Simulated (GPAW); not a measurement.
# TiO2 (P4_2/mnm) in GPAW: phonons with LDA

Aim: the phonons of TiO2 with LDA.

All numbers are computed with GPAW 26.7.0; they aren't measurements. Logs are shortened: lines on timing, memory, paths and dates and some standing lists are left out, and cuts for length are marked. The log counts tension as positive stress, the text compression.

## (1) The structure

Symmetry: P4_2/mnm, No. 136, tetragonal system. Conventional cell: a = 4.600 Å, b = 4.600 Å, c = 2.959 Å, α = 90.00°, β = 90.00°, γ = 90.00°. Around Ti (site symmetry mmm) lie 6 O at 1.95 to 1.98 Å. Around O (site symmetry m2m) lie 3 Ti at 1.95 to 1.98 Å.

The cell is a database's computed one.

## (2) Phonons, LDA

Input file run.py:

```python
import json
import numpy as np
from ase import Atoms
from ase.constraints import FixSymmetry
from ase.filters import FrechetCellFilter
from ase.io import write
from ase.optimize import BFGS
from phonopy import Phonopy
from phonopy.structure.atoms import PhonopyAtoms
from gpaw import GPAW, PW

atoms = Atoms(['Ti', 'Ti', 'O', 'O', 'O', 'O'],
              cell=[[4.5998373239, 0.0, 0.0],
                    [0.0, 4.5998373239, 0.0],
                    [0.0, 0.0, 2.95921356]],
              scaled_positions=[[0.0, 0.0, 0.5],
                                [0.5, 0.5, 0.0],
                                [0.30432132, 0.30432132, 0.5],
                                [0.19567868, 0.80432132, 0.0],
                                [0.80432132, 0.19567868, 0.0],
                                [0.69567868, 0.69567868, 0.5]],
              pbc=True)

calc = GPAW(mode=PW(800),
            xc='LDA',
            kpts={'size': (3, 3, 5), 'gamma': True},
            occupations={'name': 'fermi-dirac', 'width': 0.05},
            nbands=69,
            convergence={'density': 1e-06, 'eigenstates': 1e-09},
            maxiter=60,
            txt='gpaw.txt')
atoms.calc = calc
atoms.set_constraint(FixSymmetry(atoms))
BFGS(FrechetCellFilter(atoms), trajectory='relax.traj', logfile='-').run(fmax=0.005, steps=40)
atoms.set_constraint()
energy = atoms.get_potential_energy()
forces = atoms.get_forces()
stress = atoms.get_stress()
calc.write('gs.gpw')
write('result.traj', atoms)
print('Cell:', atoms.cell.cellpar().round(4))
print(atoms.get_scaled_positions().round(5))

def force_constants(scale):
    unit = PhonopyAtoms(symbols=atoms.get_chemical_symbols(), cell=atoms.cell[:] * scale**(1 / 3),
                        scaled_positions=atoms.get_scaled_positions())
    ph = Phonopy(unit, supercell_matrix=np.diag([1, 1, 1]), primitive_matrix=np.eye(3), symprec=1e-4)
    ph.generate_displacements(distance=0.03)
    forces = []
    for i, sc in enumerate(ph.supercells_with_displacements):
        a = Atoms(sc.symbols, cell=sc.cell, scaled_positions=sc.scaled_positions, pbc=True)
        c = GPAW(mode=PW(800),
                 xc='LDA',
                 kpts={'size': (3, 3, 5), 'gamma': True},
                 occupations={'name': 'fermi-dirac', 'width': 0.05},
                 nbands=69,
                 convergence={'density': 1e-06, 'eigenstates': 1e-09},
                 maxiter=60,
                 txt=f'disp-{scale:.3f}-{i:02d}.txt')
        a.calc = c
        f = a.get_forces()
        forces.append(f - f.mean(axis=0))
        print(f'displacement {i}: drift', f.mean(axis=0).round(5), flush=True)
    ph.forces = forces
    ph.produce_force_constants()
    ph.symmetrize_force_constants()
    return ph

qpoints = [[0.0, 0.0, 0.0]]
results = {}
for scale in [1.0]:
    ph = force_constants(scale)
    ph.run_qpoints(qpoints)
    nu = ph.qpoints.frequencies * 33.35641  # THz to cm^-1
    results[f'{scale:.3f}'] = nu.tolist()
    for qp, f in zip(qpoints, nu):
        print(scale, np.round(qp, 4), f.round(2))
json.dump(results, open('phonons.json', 'w'))
```

Potentials or basis: the program's PAW data sets (release 1.2.1) made for this functional, pw.

Run with:

```
> OMP_NUM_THREADS=1 python run.py
```

gpaw.txt:

```text
__  _  _
 | _ |_)|_||  |
 |__||  | ||/\| - 26.7.0

Input parameters:
  mode=PW(ecut=800.0),
  convergence={'density': 1e-06, 'eigenstates': 1e-09},
  kpts=MonkhorstPack(size=(3, 3, 5), gamma=True),
  maxiter=60,
  nbands=69,
  occupations=Occupations(name='fermi-dirac', width=0.05),
  xc=XC(name='LDA')

Diagonalizing LCAO Hamiltonian
Converting LCAO to pw mode
    .----------.
   /|          |
  / |          |
 *  |      O   |
 |  .O---------.
 Ti/  O Ti    /
 |/       O  /
 *----------*

Atoms  # Å, Bohr magnetons
|   | symbol |        x |        y |        z |    initial magnetic moments |
|---|--------|----------|----------|----------|-----------------------------|
| 0 |     Ti | 0.000000 | 0.000000 | 1.479607 | ( 0.0000,  0.0000,  0.0000) |
| 1 |     Ti | 2.299919 | 2.299919 | 0.000000 | ( 0.0000,  0.0000,  0.0000) |
| 2 |      O | 1.399829 | 1.399829 | 1.479607 | ( 0.0000,  0.0000,  0.0000) |
| 3 |      O | 0.900090 | 3.699747 | 0.000000 | ( 0.0000,  0.0000,  0.0000) |
| 4 |      O | 3.699747 | 0.900090 | 0.000000 | ( 0.0000,  0.0000,  0.0000) |
| 5 |      O | 3.200009 | 3.200009 | 1.479607 | ( 0.0000,  0.0000,  0.0000) |

Unit cell  # Å
| periodic |        x |        y |        z |  lengths |    angles |
|----------|----------|----------|----------|----------|-----------|
|      yes | 4.599837 | 0.000000 | 0.000000 | 4.599837 | 90.000000 |
|      yes | 0.000000 | 4.599837 | 0.000000 | 4.599837 | 90.000000 |
|      yes | 0.000000 | 0.000000 | 2.959214 | 2.959214 | 90.000000 |

Number of symmetries: 8
Symmetry operations  # r_c * U_cc + t_c -> r_c
|   | kind |            matrix            |
|---|------|------------------------------|
| 0 |  E   |  1, 0, 0,  0, 1, 0,  0, 0, 1 |
| 1 |  σ   |  1, 0, 0,  0, 1, 0,  0, 0,-1 |
| 2 |  σ   |  0, 1, 0,  1, 0, 0,  0, 0, 1 |
| 3 |  C2  |  0, 1, 0,  1, 0, 0,  0, 0,-1 |
| 4 |  σ   |  0,-1, 0, -1, 0, 0,  0, 0, 1 |
| 5 |  C2  |  0,-1, 0, -1, 0, 0,  0, 0,-1 |
| 6 |  C2  | -1, 0, 0,  0,-1, 0,  0, 0, 1 |
| 7 |  i   | -1, 0, 0,  0,-1, 0,  0, 0,-1 |

BZ-sampling:
  Number of BZ points: 45
  Number of IBZ points: 12
[... 193 lines left out ...]
Stress tensor  # eV/Ang^3
|         x |         y |        z |
|-----------|-----------|----------|
|  0.044001 | -0.000000 | 0.000000 |
| -0.000000 |  0.044001 | 0.000000 |
|  0.000000 |  0.000000 | 0.058889 |

Forces  # eV/Ang
|        x |        y |       z |
|----------|----------|---------|
|  0.00000 |  0.00000 | 0.00000 |  # Ti   0
|  0.00000 |  0.00000 | 0.00000 |  # Ti   1
|  0.07080 |  0.07080 | 0.00000 |  # O    2
| -0.07080 |  0.07080 | 0.00000 |  # O    3
|  0.07080 | -0.07080 | 0.00000 |  # O    4
| -0.07080 | -0.07080 | 0.00000 |  # O    5

Interpolating wave functions to new cell
    .----------.
   /|          |
  / |          |
 *  |      O   |
 |  .O---------.
 Ti/  O Ti    /
 |/       O  /
 *----------*

Atoms  # Å, Bohr magnetons
|   | symbol |        x |        y |        z |    initial magnetic moments |
|---|--------|----------|----------|----------|-----------------------------|
| 0 |     Ti | 0.000000 | 0.000000 | 1.477443 | ( 0.0000,  0.0000,  0.0000) |
| 1 |     Ti | 2.297406 | 2.297406 | 0.000000 | ( 0.0000,  0.0000,  0.0000) |
| 2 |      O | 1.399309 | 1.399309 | 1.477443 | ( 0.0000,  0.0000,  0.0000) |
| 3 |      O | 0.898096 | 3.696715 | 0.000000 | ( 0.0000,  0.0000,  0.0000) |
| 4 |      O | 3.696715 | 0.898096 | 0.000000 | ( 0.0000,  0.0000,  0.0000) |
| 5 |      O | 3.195502 | 3.195502 | 1.477443 | ( 0.0000,  0.0000,  0.0000) |

Unit cell  # Å
| periodic |        x |        y |        z |  lengths |    angles |
|----------|----------|----------|----------|----------|-----------|
|      yes | 4.594811 | 0.000000 | 0.000000 | 4.594811 | 90.000000 |
|      yes | 0.000000 | 4.594811 | 0.000000 | 4.594811 | 90.000000 |
|      yes | 0.000000 | 0.000000 | 2.954887 | 2.954887 | 90.000000 |

Number of symmetries: 8
Symmetry operations  # r_c * U_cc + t_c -> r_c
|   | kind |            matrix            |
|---|------|------------------------------|
| 0 |  E   |  1, 0, 0,  0, 1, 0,  0, 0, 1 |
| 1 |  σ   |  1, 0, 0,  0, 1, 0,  0, 0,-1 |
| 2 |  σ   |  0, 1, 0,  1, 0, 0,  0, 0, 1 |
| 3 |  C2  |  0, 1, 0,  1, 0, 0,  0, 0,-1 |
| 4 |  σ   |  0,-1, 0, -1, 0, 0,  0, 0, 1 |
| 5 |  C2  |  0,-1, 0, -1, 0, 0,  0, 0,-1 |
| 6 |  C2  | -1, 0, 0,  0,-1, 0,  0, 0, 1 |
| 7 |  i   | -1, 0, 0,  0,-1, 0,  0, 0,-1 |

BZ-sampling:
  Number of BZ points: 45
  Number of IBZ points: 12
[... 196 lines left out ...]
Forces  # eV/Ang
|        x |        y |       z |
|----------|----------|---------|
|  0.00000 | -0.00000 | 0.00000 |  # Ti   0
| -0.00000 | -0.00000 | 0.00000 |  # Ti   1
|  0.03914 |  0.03914 | 0.00000 |  # O    2
| -0.03914 |  0.03914 | 0.00000 |  # O    3
|  0.03914 | -0.03914 | 0.00000 |  # O    4
| -0.03914 | -0.03914 | 0.00000 |  # O    5

Interpolating wave functions to new cell

                 O
            O
       Ti   O
              Ti
                 O

Atoms  # Å, Bohr magnetons
|   | symbol |         x |        y |         z |    initial magnetic moments |
|---|--------|-----------|----------|-----------|-----------------------------|
| 0 |     Ti | -0.000000 | 0.000000 |  1.463168 | ( 0.0000,  0.0000,  0.0000) |
| 1 |     Ti |  2.280712 | 2.280712 |  0.000000 | ( 0.0000,  0.0000,  0.0000) |
| 2 |      O |  1.393433 | 1.393433 |  1.463168 | ( 0.0000,  0.0000,  0.0000) |
| 3 |      O |  0.887279 | 3.674145 | -0.000000 | ( 0.0000,  0.0000,  0.0000) |
| 4 |      O |  3.674145 | 0.887279 |  0.000000 | ( 0.0000,  0.0000,  0.0000) |
| 5 |      O |  3.167991 | 3.167991 |  1.463168 | ( 0.0000,  0.0000,  0.0000) |

Unit cell  # Å
| periodic |         x |        y |        z |  lengths |    angles |
|----------|-----------|----------|----------|----------|-----------|
|      yes |  4.561424 | 0.000000 | 0.000000 | 4.561424 | 90.000000 |
|      yes | -0.000000 | 4.561424 | 0.000000 | 4.561424 | 90.000000 |
|      yes | -0.000000 | 0.000000 | 2.926337 | 2.926337 | 90.000000 |

Number of symmetries: 8
Symmetry operations  # r_c * U_cc + t_c -> r_c
|   | kind |            matrix            |
|---|------|------------------------------|
| 0 |  E   |  1, 0, 0,  0, 1, 0,  0, 0, 1 |
| 1 |  σ   |  1, 0, 0,  0, 1, 0,  0, 0,-1 |
| 2 |  σ   |  0, 1, 0,  1, 0, 0,  0, 0, 1 |
| 3 |  C2  |  0, 1, 0,  1, 0, 0,  0, 0,-1 |
| 4 |  σ   |  0,-1, 0, -1, 0, 0,  0, 0, 1 |
| 5 |  C2  |  0,-1, 0, -1, 0, 0,  0, 0,-1 |
| 6 |  C2  | -1, 0, 0,  0,-1, 0,  0, 0, 1 |
| 7 |  i   | -1, 0, 0,  0,-1, 0,  0, 0,-1 |

BZ-sampling:
  Number of BZ points: 45
  Number of IBZ points: 12
[... 445 lines left out ...]
Forces  # eV/Ang
|        x |        y |       z |
|----------|----------|---------|
|  0.00000 |  0.00000 | 0.00000 |  # Ti   0
|  0.00000 |  0.00000 | 0.00000 |  # Ti   1
| -0.10609 | -0.10609 | 0.00000 |  # O    2
|  0.10609 | -0.10609 | 0.00000 |  # O    3
| -0.10609 |  0.10609 | 0.00000 |  # O    4
|  0.10609 |  0.10609 | 0.00000 |  # O    5

Interpolating wave functions to new cell

                 O
            O
       Ti   O
              Ti
                 O

Atoms  # Å, Bohr magnetons
|   | symbol |         x |        y |        z |    initial magnetic moments |
|---|--------|-----------|----------|----------|-----------------------------|
| 0 |     Ti | -0.000000 | 0.000000 | 1.461112 | ( 0.0000,  0.0000,  0.0000) |
| 1 |     Ti |  2.277624 | 2.277624 | 0.000000 | ( 0.0000,  0.0000,  0.0000) |
| 2 |      O |  1.384322 | 1.384322 | 1.461112 | ( 0.0000,  0.0000,  0.0000) |
| 3 |      O |  0.893303 | 3.661946 | 0.000000 | ( 0.0000,  0.0000,  0.0000) |
| 4 |      O |  3.661946 | 0.893303 | 0.000000 | ( 0.0000,  0.0000,  0.0000) |
| 5 |      O |  3.170927 | 3.170927 | 1.461112 | ( 0.0000,  0.0000,  0.0000) |

Unit cell  # Å
| periodic |         x |         y |         z |  lengths |    angles |
|----------|-----------|-----------|-----------|----------|-----------|
|      yes |  4.555249 | -0.000000 | -0.000000 | 4.555249 | 90.000000 |
|      yes | -0.000000 |  4.555249 |  0.000000 | 4.555249 | 90.000000 |
|      yes | -0.000000 |  0.000000 |  2.922225 | 2.922225 | 90.000000 |

Number of symmetries: 8
Symmetry operations  # r_c * U_cc + t_c -> r_c
|   | kind |            matrix            |
|---|------|------------------------------|
| 0 |  E   |  1, 0, 0,  0, 1, 0,  0, 0, 1 |
| 1 |  σ   |  1, 0, 0,  0, 1, 0,  0, 0,-1 |
| 2 |  σ   |  0, 1, 0,  1, 0, 0,  0, 0, 1 |
| 3 |  C2  |  0, 1, 0,  1, 0, 0,  0, 0,-1 |
| 4 |  σ   |  0,-1, 0, -1, 0, 0,  0, 0, 1 |
| 5 |  C2  |  0,-1, 0, -1, 0, 0,  0, 0,-1 |
| 6 |  C2  | -1, 0, 0,  0,-1, 0,  0, 0, 1 |
| 7 |  i   | -1, 0, 0,  0,-1, 0,  0, 0,-1 |
[... 165 lines left out ...]
Fermi level: 6.517
Eigenvalues  # (at kpt = [0.000, 0.000, 0.000])
| band index |      eig [eV] | occ [0-2] |
|------------|---------------|-----------|
|          0 |       -50.528 |     2.000 |
|        ... |               |           |
|         16 |         1.691 |     2.000 |
|         17 |         2.955 |     2.000 |
|         18 |         2.955 |     2.000 |
|         19 |         3.602 |     2.000 |
|         20 |         4.918 |     2.000 |
|         21 |         5.141 |     2.000 |
|         22 |         5.141 |     2.000 |
|         23 |         5.613 |     2.000 |
|         24 |         7.461 |     0.000 |
|         25 |         7.738 |     0.000 |
|         26 |         8.044 |     0.000 |
|         27 |         8.
[... cut ...]
[Å]
      core: 0.83  # [Å]
    projectors
    | kind |    occ | energy [eV] | rcut [Å] |
    |------|--------|-------------|----------|
    |   2s |  2.000 |     -23.752 |    0.688 |
    |   2p |  4.000 |      -9.195 |    0.598 |
    |    s |        |       3.459 |    0.688 |
    |    p |        |      18.016 |    0.598 |
    |    d |        |       0.000 |    0.619 |

    Using partial waves for O as LCAO basis

Reference energy: -54459.530392  # eV

eigensolver:
  PPCG
  Converge bands: occupied
  niter=2
[... 580 lines left out ...]
Stress tensor  # eV/Ang^3
|         x |         y |        z |
|-----------|-----------|----------|
|  0.000154 | -0.000000 | 0.000000 |
| -0.000000 |  0.000154 | 0.000000 |
|  0.000000 |  0.000000 | 0.000265 |

Forces  # eV/Ang
|        x |        y |       z |
|----------|----------|---------|
| -0.00000 |  0.00000 | 0.00000 |  # Ti   0
|  0.00000 |  0.00000 | 0.00000 |  # Ti   1
|  0.00006 |  0.00006 | 0.00000 |  # O    2
| -0.00006 |  0.00006 | 0.00000 |  # O    3
|  0.00006 | -0.00006 | 0.00000 |  # O    4
| -0.00006 | -0.00006 | 0.00000 |  # O    5

# Writing to gs.gpw (mode='')
```

Wall time 11 min (1 thread of Arm Neoverse V2, shared host); peak memory 0.57 GiB.

What came out:

```yaml
Free_energy: -57.5979 eV
Relaxed_volume: 10.11 Å³/atom
Relaxed_cell: a = 4.553 Å, b = 4.553 Å, c = 2.925 Å, α = 90.00°, β = 90.00°, γ = 90.00°
Space_group_after_relaxing_to_0.05_Å: P4_2/mnm (No. 136)
Pressure_after_relaxing: 0.0 GPa
Band_gap_on_the_k_mesh: 1.85 eV, direct
Highest_phonon_frequency_at_Γ_LO-TO_splitting_left_out: 818 cm⁻¹
```

Final structure:
```cif
data_structure
_symmetry_space_group_name_H-M 'P 1'
_symmetry_Int_Tables_number 1
_cell_length_a 4.5530
_cell_length_b 4.5530
_cell_length_c 2.9251
_cell_angle_alpha 90.000
_cell_angle_beta 90.000
_cell_angle_gamma 90.000
_cell_volume 60.64
loop_
_atom_site_label
_atom_site_type_symbol
_atom_site_fract_x
_atom_site_fract_y
_atom_site_fract_z
_atom_site_occupancy
Ti1 Ti 0.00000 0.00000 0.50000 1
Ti2 Ti 0.50000 0.50000 0.00000 1
O1 O 0.30391 0.30391 0.50000 1
O2 O 0.19609 0.80391 0.00000 1
O3 O 0.80391 0.19609 0.00000 1
O4 O 0.69609 0.69609 0.50000 1
```

Levels at points of the mesh, in eV from the valence-band top:
| k point | band 22 | band 23 | band 24 | band 25 | band 26 | band 27 |
| --- | --- | --- | --- | --- | --- | --- |
| (0.00, 0.00, 0.00) | -0.47 | -0.47 | 0.00 | 1.85 | 2.13 | 2.42 |

Phonon frequencies in cm⁻¹ (negative: imaginary):
| q point | frequencies |
| --- | --- |
| (0.000, 0.000, 0.000) | 0 0 0 98 105 118 118 132 380 380 391 416 463 463 483 483 610 818 |

Caveat: the k mesh is coarse (spacing up to 0.46 Å⁻¹), so the values aren't converged; the LO-TO splitting is left out; an odd mesh through Γ misses points on the zone boundary, where band edges often lie.
